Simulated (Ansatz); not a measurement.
# TaSi2 (P6_222) in Ansatz: single point with PBE

Aim: the single point of TaSi2 with PBE.

Everything below comes from runs of Ansatz 0.2.0. Logs are shortened: lines on timing, memory, paths and dates and some standing lists are left out, and cuts for length are marked.

## 1. The structure

Symmetry: P6_222, No. 180, hexagonal system. Conventional cell: a = 4.780 Å, b = 4.780 Å, c = 6.564 Å, α = 90.00°, β = 90.00°, γ = 120.00°. Around Ta (site symmetry 222) lie 10 Si at 2.59 to 2.76 Å. Si (site symmetry 2) has 5 Si at 2.59 to 2.76 Å and 5 Ta at 2.59 to 2.76 Å as nearest neighbours.

## 2. Single point, PBE

Input file input.yaml:

```yaml
crystal:
  lattice:
    - [4.78, 0.0, 0.0]
    - [-2.39, 4.1396014301, 0.0]
    - [0.0, 0.0, 6.564]
  atoms:
    - { symbol: Ta, position: [0.0, 0.5, 0.1666666667] }
    - { symbol: Ta, position: [0.5, 0.5, 0.8333333333] }
    - { symbol: Ta, position: [0.5, 0.0, 0.5] }
    - { symbol: Si, position: [0.3333, 0.16665, 0.1666666667] }
    - { symbol: Si, position: [0.16665, 0.83335, 0.8333333333] }
    - { symbol: Si, position: [0.83335, 0.6667, 0.5] }
    - { symbol: Si, position: [0.6667, 0.83335, 0.1666666667] }
    - { symbol: Si, position: [0.83335, 0.16665, 0.8333333333] }
    - { symbol: Si, position: [0.16665, 0.3333, 0.5] }
hamiltonian:
  xc: pbe
  pseudopotentials: { kind: paw }
kpoints:
  mp_grid: { grid: [7, 7, 4] }
scf:
  occupations: { method: gaussian, width: 0.014 }
output:
  forces: true
  stress: true
  eigenvalues: true
```

Potentials or basis: Ansatz PAW.

The run is started by

```console
$ ansatz run input.yaml --threads 4 --pin off --max-ram 11264MiB --backend cpu --events-out ev --progress --plain --runs-dir out
```

The log of the run:

```text
Warning: RAYON_NUM_THREADS=4 ignored (pool sized by the plan → 4); use --threads N
Engine: ansatz 0.2.0, aarch64-unknown-linux-gnu
Pseudopotentials: kind: paw
Pseudopotential: Ta, paw, valence charge 13, recommended cutoff 420 eV (normal), Ta.paw.azcp
Pseudopotential: Si, paw, valence charge 4, recommended cutoff 420 eV (normal), Si.paw.azcp
Functional definition: PBE
  parameter kappa = 0.804
  parameter beta = 0.06672455060314922
  exchange = pbe_x(kappa = kappa, mu = beta*pi^2/3)
  correlation = pbe_c(beta = beta)
Crystal: 9 atoms, lattice volume = 129.884 Å³
Basis set: ecut = 420 eV, 2523 PW (Γ), exchange–correlation on 64×64×90 points (8 copies of the dense FFT grid, shifted against one another)
Bands: 41, of which v1, the nominal top of the filled ones, is band 32 counted from 1 (31 counted from 0)
Symmetry: 12 space group operations
Space group: P6222 (ITA 180), of the structure as read, at distance tolerance 5.1e-5 Å
k-points: 24 of 196 (time reversal used)
Non-local potential: Ta, projectors of the file, l = 0: 3, l = 1: 2, l = 2: 2, l = 3: 1
Non-local potential: Si, projectors of the file, l = 0: 2, l = 1: 2, l = 2: 2
PAW form: soft (Blöchl's): semilocal exchange-correlation on the pseudo side does not see the compensation charge
PAW one-centre angular grid: Ta, 590 points (default); XC on 64 Gauss nodes
PAW one-centre angular grid: Si, 110 points (default); XC on 64 Gauss nodes
Initial density: superposition of atomic densities (neutral atoms: chi_scale 0, normalization atom), corrected by the library's trained network
Initial wavefunctions: pseudopotential atomic-orbital guess
Functional: x = pbe(κ = 0.804, μ = 0.2195149727645171), c = pbe(β = 0.06672455060314922)
SCF iter   1: F=—  HF=-33615.753498 eV  |F-HF|=—  |Δ(HF+E_count)|=         —  Δρ=4.10e-3  dr2=1.58e-2  ethr=1.77e-3  ⟨swp⟩=7.2  Hψ=4556  notcnv=0
preconditioner: auto → Resta (q_TF=auto, 2.418 Å⁻¹)  ε∞=8.6  [insulator: Δε(μ)=0.036 eV  Ē_g=7.361 eV  σ=0.014 eV  W_gap=0.57  n_scr=22 (ndim 8)  ℏωp=20.3 eV  f_vac=0.000  D(μ)=11.08/eV (n_scr^D=122)  ε∞_Penn≈8.6]
SCF iter   2: F=—  HF=-33615.753204 eV  |F-HF|=—  |Δ(HF+E_count)|=   2.94e-4  Δρ=2.29e-3  dr2=4.60e-3  ethr=2.51e-5  ⟨swp⟩=2.7  Hψ=1625  notcnv=0  defer=72
SCF iter   3: F=—  HF=-33615.753455 eV  |F-HF|=—  |Δ(HF+E_count)|=   2.51e-4  Δρ=2.76e-4  dr2=9.20e-5  ethr=7.31e-6  ⟨swp⟩=2.0  Hψ=1408  notcnv=0  defer=48
automatic band count: iteration 3 solves 40 bands in place of 41: the levels show a gap, and the empty bands left out lie too high to hold charge; the band table lists the bands solved (type scf.n_extra_bands for more)
SCF iter   4: F=—  HF=-33615.753380 eV  |F-HF|=—  |Δ(HF+E_count)|=   7.52e-5  Δρ=8.48e-5  dr2=8.17e-6  ethr=1.46e-7  ⟨swp⟩=2.1  Hψ=1354  notcnv=0  defer=48
SCF iter   5: F=—  HF=-33615.753379 eV  |F-HF|=—  |Δ(HF+E_count)|=   5.50e-7  Δρ=8.09e-6  dr2=1.18e-7  ethr=1.30e-8  ⟨swp⟩=2.0  Hψ=1285  notcnv=0  defer=48
SCF iter   6: F=-33615.753379 eV  HF=-33615.753379 eV  |F-HF|=1.71e-9  |Δ(HF+E_count)|=   1.62e-8  Δρ=1.86e-6  dr2=4.31e-9  ethr=1.59e-10  ⟨swp⟩=9.2  Hψ=3861  notcnv=0
SCF 1 converged in 6 iterations: F = -33615.753379 eV  dr2 = 4.31e-9
SCF converged after 6 iterations
Free energy (F): -33615.753379 eV
Harris-Foulkes:  -33615.753379 eV  (|F-HF|=1.71e-9)
Internal energy: -33615.752210 eV  (E = F + TS)
E sigma→0 (E₀):  -33615.752795 eV
Entropy (-TS):   -0.001169 eV (-0.130 meV/atom)
Fermi energy:    15.272397 eV
--- Per-component energies (eV) ---
  E_band       = -252.602874
  E_kinetic    = 1363.293719
  E_local      = -2345.689695  (includes V_loc(G=0)·N_el)
  E_nonlocal   = 196.973737
  E_hartree    = 899.429748
  E_xc         = -998.829861
  E_vxc        = -909.338818  (∫ρ·V_xc dr)
  E_paw        = -28267.878759  (= ΣΔE_a)
  E_vpaw       = -356.704133  (= ΣTr[D̂ρ^β])
  E_aug_tail   = 0.000491  (compensation charges beyond the density's cutoff)
  E_ewald      = -4463.051592
  E_smearing   = -0.001169  (= −TS)
  E_closure    = -0.000000  (closes the sum)
  Σ components = -33615.753379   (vs F -33615.753379, Δ=0.00e0)
--- Forces (eV/Å), atoms counted from 1 ---
  atom   1  Ta    -0.00000000    -0.00000000     0.00000000
  atom   2  Ta     0.00000000     0.00000000    -0.00000000
  atom   3  Ta     0.00000000     0.00000000     0.00000000
  atom   4  Si    -0.70456947    -0.40678338     0.00000000
  atom   5  Si    -0.70456947     0.40678338    -0.00000000
  atom   6  Si    -0.00000000     0.81356675     0.00000000
  atom   7  Si     0.70456947     0.40678338    -0.00000000
  atom   8  Si     0.70456947    -0.40678338     0.00000000
  atom   9  Si     0.00000000    -0.81356675    -0.00000000
  max |Σ_I F_I| component: 2.04e-16 eV/Å
--- Stress (GPa, compression-positive) ---
        2.595396      -0.000000       0.000000
       -0.000000       2.595396       0.000000
        0.000000       0.000000       5.215975
  P = ⅓ Tr σ = 3.4689 GPa (34.689 kbar)
--- Band table (eV; the first three rows and the last of 24) ---
  k-point 0: bands = ["-52.3794", "-52.3638", "-52.3638", "-19.0989", "-19.0942", "-19.0942", "-18.9929", "-18.9929", "-18.9285", "-18.9110", "-18.9110", "-18.8822", "1.9101", "5.1926", "5.1926", "8.8610", "9.3494", "9.3494", "9.3616", "9.3616", "10.4147", "11.3274", "11.3274", "11.5698", "12.7158", "12.7158", "12.7326", "12.7326", "12.9700", "12.9700", "12.9967", "13.4431", "15.8045", "18.3757", "18.3757", "18.6806", "18.7551", "18.8633", "19.2418", "19.2418"]
  k-point 1: bands = ["-52.3780", "-52.3689", "-52.3600", "-19.1301", "-19.0873", "-19.0424", "-19.0183", "-18.9881", "-18.9446", "-18.9120", "-18.8959", "-18.8872", "2.1582", "3.9447", "6.3767", "8.9937", "9.0618", "9.2581", "9.5957", "9.8273", "10.3651", "10.4218", "10.8420", "10.9643", "12.6154", "12.7214", "12.8894", "12.9492", "13.2533", "13.3573", "13.3890", "14.1417", "16.5480", "17.6823", "18.1010", "18.5690", "18.6512", "18.7600", "18.7793", "19.0488"]
  k-point 2: bands = ["-52.3741", "-52.3741", "-52.3586", "-19.1428", "-19.0564", "-19.0564", "-18.9889", "-18.9872", "-18.9872", "-18.8997", "-18.8997", "-18.8878", "2.8705", "2.8705", "7.0897", "8.7883", "8.8576", "9.5000", "9.5000", "10.1892", "10.1892", "10.1940", "10.1940", "11.1604", "12.6587", "12.6587", "12.7424", "12.8851", "13.2079", "13.2079", "13.5614", "16.2882", "16.2882", "18.0460", "18.0460", "18.4283", "18.4292", "18.5356", "18.5356", "19.0553"]
  k-point 23: bands = ["-52.3740", "-52.3678", "-52.3649", "-19.1407", "-19.1056", "-19.1037", "-18.9911", "-18.9731", "-18.9120", "-18.9044", "-18.9028", "-18.8983", "4.7805", "4.8096", "5.4337", "6.0752", "6.3667", "7.2907", "9.8357", "10.2791", "10.6240", "11.2792", "12.3473", "12.3519", "12.4374", "12.5931", "12.6302", "12.8109", "14.1186", "14.7693", "14.7860", "15.2936", "16.3833", "16.8216", "17.1244", "17.4210", "17.4322", "18.1145", "18.5384", "18.7234"]
```

It took 3.1 s on 4 threads of Arm Neoverse V1, shared host; peak memory 0.43 GiB.

What came out:

```yaml
Free_energy: -33615.7534 eV
Pressure: 3.5 GPa
Largest_force: 0.814 eV/Å
Band_gap_on_the_k_mesh: none (metal or under the smearing width)
```

Forces on the atoms (eV/Å):
```
Ta   0.000  0.000  0.000
Ta   0.000  0.000  0.000
Ta   0.000  0.000  0.000
Si  -0.705 -0.407  0.000
Si  -0.705  0.407  0.000
Si   0.000  0.814  0.000
Si   0.705  0.407  0.000
Si   0.705 -0.407  0.000
Si   0.000 -0.814  0.000
```

Caveat: the cell's inner coordinates are idealised or old, which leaves forces on the atoms.
